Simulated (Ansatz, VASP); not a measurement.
C2F in VASP and in Ansatz

```
C F
1.0
     2.43325    0.00000    0.00000
    -1.21663    2.10726    0.00000
     0.00000    0.00000   41.21720
C F
4 2
Cartesian
  0.0000 1.4048 10.0001
  1.2166 0.7024 5.5690
  1.2166 0.7024 14.4310
  -1.2166 2.1073 9.9999
  -1.2166 2.1073 6.9071
  0.0000 1.4048 13.0929
```

Alike in both runs: functional PBE; dispersion D3(BJ); k mesh 18 × 18 × 1; occupations gaussian, width 0.1 eV; no spin polarisation.

Ansatz relaxed the structure, and its values are those at the end. VASP's run is a single point on that final structure, the one shown.

|  | VASP | Ansatz |
| --- | --- | --- |
| version | VASP 6.6.1 | Ansatz 0.2.0 |
| potentials or method | VASP PAW PBE potentials, release 64 (C, F) | scalar-relativistic, plane waves, PAW |
| plane-wave cutoff (eV) | 520 | 420 |
| valence electrons in the cell | 30 | 30 |

Ansatz gave:

* gap on the k mesh at the Fermi level (eV): none
* rms of the force components (eV/Å): 0.000

Task: Which values does VASP return?

Result: gap on the k mesh at the Fermi level (eV): none; rms of the force components (eV/Å): 0.011.

A gap of «none» marks a metal or a gap that the smearing closes. Ansatz warned: «xc_potential_rough_in_thin_density».
